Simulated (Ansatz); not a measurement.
## HfS2 under strain

Level of theory: Ansatz, DFT PBE+D3(BJ), scalar-relativistic, plane waves, PAW. Settings: 420 eV cutoff, 12×12×6 k-mesh, Gaussian smearing of 0.02 eV, no spin polarisation.

Reference structure (relaxed):

```xyz
3
Lattice="3.6059 0.0000 0.0000 -1.8029 3.1228 0.0000 0.0000 0.0000 5.7704" Properties=species:S:1:pos:R:3 pbc="T T T"
Hf    0.0000    0.0000    0.0000
S     1.8029    1.0409    4.3140
S     0.0000    2.0818    1.4564
```

Deformation: biaxial strain in the a-b plane, with the length and tilt of c and the atoms relaxed, all within the symmetry that the strain leaves. Energies are extrapolated to zero smearing. Gaps are Kohn–Sham gaps over the whole zone.

Spin-orbit coupling is left out, which matters for the bands and energies of heavy elements.

| strain (%) | ΔE (meV/atom) | a (Å) | b (Å) | c (Å) | gap (eV) |
| --- | --- | --- | --- | --- | --- |
| -4.5 | 50.2 | 3.444 | 3.444 | 5.847 | 0.28 |
| -3.0 | 21.6 | 3.498 | 3.498 | 5.825 | 0.55 |
| -1.5 | 5.2 | 3.552 | 3.552 | 5.798 | 0.76 |
| +0.0 | 0.0 | 3.606 | 3.606 | 5.770 | 0.85 |
| +1.5 | 5.0 | 3.660 | 3.660 | 5.733 | 0.93 |
| +3.0 | 19.2 | 3.714 | 3.714 | 5.695 | 1.01 |
| +4.5 | 41.7 | 3.768 | 3.768 | 5.655 | 1.07 |

(1) What stiffness (1/V) d²E/dε² at zero strain does a cubic fit over all points give?

(2) How does the free axis c answer a small strain?

(3) How fast does the gap move with strain on either side?

Answers

(1) A cubic fit gives (1/V) d²E/dε² = 336 GPa at zero strain (twice the biaxial modulus).

(2) Between the innermost points its strain is -0.37 times the applied one.

(3) 64 meV per percent on the compressed side and 53 meV per percent on the stretched side; it is indirect at -1.5 %, indirect at zero and indirect at +1.5 %.